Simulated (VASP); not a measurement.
# BN (P6_3/mmc) in VASP: a series of runs, part 2 of 2

VASP 6.6.1.

## 5. Relaxation of shape and atoms at fixed volume, PBEsol (a relaxed cell with its volume scaled by 0.96)

File INCAR:

```
SYSTEM = BN
PREC = Accurate
ENCUT = 600
EDIFF = 1E-7
ISMEAR = 0
SIGMA = 0.03
LREAL = .FALSE.
LASPH = .TRUE.
NELM = 80
ALGO = Normal
ISIF = 4
LWAVE = .FALSE.
LCHARG = .FALSE.
GGA = PS
IBRION = 2
NSW = 40
EDIFFG = -0.01
```

File KPOINTS:

```
Automatic mesh
0
G
  12 12 4
  0 0 0
```

File POSCAR:

```
BN                                      
1.0
    2.4710915180      0.0000000000      0.0000000000
   -1.2355457591      2.1400280297      0.0000000000
    0.0000000000      0.0000000000      6.7782019661
  B               N             
     2     2
Direct
     0.3333333332999970    0.6666666667000030    0.2500000000000000
     0.6666666667000030    0.3333333332999970    0.7500000000000000
     0.3333333332999970    0.6666666667000030    0.7500000000000000
     0.6666666667000030    0.3333333332999970    0.2500000000000000
```

Potentials or basis: VASP PAW PBE potentials, release 64 (B, N).

On the command line:

```
cat potpaw_PBE.64/B/POTCAR potpaw_PBE.64/N/POTCAR > POTCAR
mpirun -np 1 vasp_std > vasp.out
```

OUTCAR:

```text
SYSTEM = BN
   PREC = Accurate
   ENCUT = 600
   EDIFF = 1E-7
   ISMEAR = 0
   LREAL = .FALSE.
   LASPH = .TRUE.
   NELM = 80
   ISIF = 4
   GGA = PS
   IBRION = 2
   NSW = 40
   EDIFFG = -0.01

 ion  position               nearest neighbor table
   1  0.333  0.667  0.250-   4 1.43   4 1.43   4 1.43
   2  0.667  0.333  0.750-   3 1.43   3 1.43   3 1.43
   3  0.333  0.667  0.750-   2 1.43   2 1.43   2 1.43
   4  0.667  0.333  0.250-   1 1.43   1 1.43   1 1.43

  LATTYP: Found a hexagonal cell.
 ALAT       =     2.4710915180
 C/A-ratio  =     2.7429991632

  Lattice vectors:

 A1 = (   2.4710915180,   0.0000000000,   0.0000000000)
 A2 = (  -1.2355457591,   2.1400280297,   0.0000000000)
 A3 = (   0.0000000000,   0.0000000000,   6.7782019661)

Analysis of symmetry for initial positions (statically):
[... 281 lines left out ...]
      4      -1.8461      2.00000
      5       0.9305      2.00000
      6       0.9305      2.00000
      7       0.9704      2.00000
      8       0.9704      2.00000
      9       7.3248      0.00000
     10      12.4830      0.00000
     11      13.7427      0.00000
     12      13.7428      0.00000
[... 331 lines left out ...]
 k-point    24 :       0.3333    0.0000    0.2500
  band No.  band energies     occupation
      1     -13.5000      2.00000
      2     -13.3390      2.00000
      3      -4.6505      2.00000
      4      -4.5875      2.00000
      5      -1.3337      2.00000
      6      -1.2869      2.00000
      7      -1.0183      2.00000
      8       0.2634      2.00000
      9       8.9986      0.00000
     10       9.6171      0.00000
     11      11.1008      0.00000
     12      12.4000      0.00000

 [... further k-points ...]

------------------------ aborting loop because EDIFF is reached ----------------------------------------

  FORCE on cell =-STRESS in cart. coord.  units (eV):
  Direction    XX          YY          ZZ          XY          YZ          ZX
  --------------------------------------------------------------------------------------
  -------------------------------------------------------------------------------------
  Total        0.1695247      0.1695247      0.1721472     -0.0000000      0.0000000      0.0000000
  in kB        7.5774118      7.5774118      7.6946320     -0.0000000      0.0000000      0.0000000
  external PRESSURE =       7.6164852 kB  Pullay stress =       0.0000000 kB
[... 19 lines left out ...]
  FREE ENERGIE OF THE ION-ELECTRON SYSTEM (eV)
  ---------------------------------------------------
  free  energy   TOTEN  =       -36.5703501049 eV

  energy  without entropy=      -36.5703501049  energy(sigma->0) =      -36.57035010

 reached required accuracy - stopping structural energy minimisation
```

OSZICAR:

```text
N       E                     dE             d eps       ncg     rms          rms(c)
DAV:   1     0.763809923087E+02    0.76381E+02   -0.90028E+03  1368   0.138E+03
DAV:   2    -0.350439685545E+02   -0.11142E+03   -0.10207E+03  1968   0.299E+02
DAV:   3    -0.402126333292E+02   -0.51687E+01   -0.51268E+01  1744   0.675E+01
[... 25 lines left out ...]
DAV:   3    -0.365703512766E+02    0.88272E-04   -0.18085E-04  1676   0.104E-01    0.942E-03
DAV:   4    -0.365703502643E+02    0.10123E-05   -0.80949E-06  1656   0.286E-02    0.296E-03
DAV:   5    -0.365703502322E+02    0.32144E-07   -0.25801E-06  1680   0.138E-02    0.281E-03
DAV:   6    -0.365703500997E+02    0.13254E-06   -0.49945E-07  1624   0.648E-03    0.362E-04
DAV:   7    -0.365703501049E+02   -0.52078E-08   -0.28858E-08   816   0.177E-03
   3 F= -.36570350E+02 E0= -.36570350E+02  d E =-.437675E-01
```

Wall time 65 s (1 thread of Intel Xeon Platinum 8488C (Sapphire Rapids), shared host); peak memory 0.16 GiB.

Results:

| Item | Value |
| --- | --- |
| Free energy | -36.5704 eV |
| Energy gained by relaxing | 10.9 meV/atom |
| Ionic steps | 3 |
| Pressure after relaxing | 0.8 GPa |
| Band gap on the k mesh | 4.16 eV, indirect (least direct gap 4.58 eV) |

The path:
```csv
step,energy change (eV),largest force (eV/Å),pressure (GPa)
1,0.0000,0.0000,10.37
2,-0.0437,0.0000,0.30
3,-0.0438,0.0000,0.76
```

Final structure:
```cif
data_structure
_symmetry_space_group_name_H-M 'P 1'
_symmetry_Int_Tables_number 1
_cell_length_a 2.5036
_cell_length_b 2.5036
_cell_length_c 6.6034
_cell_angle_alpha 90.000
_cell_angle_beta 90.000
_cell_angle_gamma 120.000
_cell_volume 35.84
loop_
_atom_site_label
_atom_site_type_symbol
_atom_site_fract_x
_atom_site_fract_y
_atom_site_fract_z
_atom_site_occupancy
B1 B 0.33333 0.66667 0.25000 1
B2 B 0.66667 0.33333 0.75000 1
N1 N 0.33333 0.66667 0.75000 1
N2 N 0.66667 0.33333 0.25000 1
```

Caveat: the PAW data sets were made with another functional, which shifts forces and pressure a little; this functional lacks dispersion, which binds the layers, so the pressure and a relaxed spacing across them are unreliable.

## 6. The runs side by side

| task | cell | gap on the mesh (eV) | pressure (GPa) |
| --- | --- | --- | --- |
| relaxation of cell and atoms | relaxed | 4.22 | 0.1 |
| relaxation of shape and atoms at fixed volume | atoms relaxed at fixed volume from: a relaxed cell with its volume scaled by 0.94 | 4.11 | 1.3 |
| relaxation of shape and atoms at fixed volume | atoms relaxed at fixed volume from: a relaxed cell with its volume scaled by 0.96 | 4.16 | 0.8 |

Alike in all rows: level PBEsol; potentials or basis VASP PAW PBE potentials, release 64 (B, N); no spin polarisation; k mesh 12 × 12 × 4; cutoff (eV) 600; smearing gaussian 0.03 eV.

Caveats: the PAW data sets were made with another functional, which shifts forces and pressure a little; this functional lacks dispersion, which binds the layers, so the pressure and a relaxed spacing across them are unreliable; the relaxation stopped at its first step, so nothing moved (some runs).

Absolute energies hang on the potentials; compare differences alone.
